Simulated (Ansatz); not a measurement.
**GaP: levels along high-symmetry lines**

```yaml
crystal:
  lattice:
    - [0.00000, 2.72525, 2.72525]
    - [2.72525, 0.00000, 2.72525]
    - [2.72525, 2.72525, 0.00000]
  atoms:
    - { symbol: Ga, position: [0.00000, 0.00000, 0.00000] }
    - { symbol: P, position: [0.75000, 0.75000, 0.75000] }
```

Atom numbers follow the list: Ga1, P2.

The cell comes from COD entry 9008846, which wasn't checked; take it as a given geometry.

Level of theory: DFT, LDA, all-electron LAPW, scalar-relativistic in Ansatz 0.2.0.

The runs use a Γ-centred 10×10×10 k mesh, Fermi–Dirac smearing of 0.05 eV, basis error target 0.5 meV/atom, no spin polarisation.

Points in fractions of the reciprocal vectors of this cell: Γ (0, 0, 0), X (-0.5, -0.5, 0), U (-0.375, -0.375, 0.25), K (-0.375, 0, 0.375), L (0, 0, 0.5), W (-0.5, -0.25, 0.25). The path joins them by straight lines in the order Γ–X–U–K–Γ–L–W–X; legs that retrace an earlier one aren't tabulated. Energies are in eV from the top of the valence band.

**Question.** List the levels at X between -20 and 3.5 eV.

**Answer.** -14.78, -14.60 (×3), -14.54, -9.52, -6.85, -2.71 (×2), 1.50, 1.68.

**Question.** List the levels at K between -20 and 3.5 eV.

**Answer.** -14.76, -14.62, -14.61, -14.59, -14.55, -9.55, -6.64, -3.99, -2.28, 2.04.

**Question.** List the levels at W between -20 and 3.5 eV.

**Answer.** -14.76, -14.63, -14.61, -14.58, -14.56, -9.42, -6.65, -3.62, -3.47.

**Question.** What is the band gap?

**Answer.** 1.44 eV, indirect from Γ to the line Γ–X (-0.5, -0.5, 0).

Kohn–Sham gaps of semilocal functionals usually fall short of measured ones.
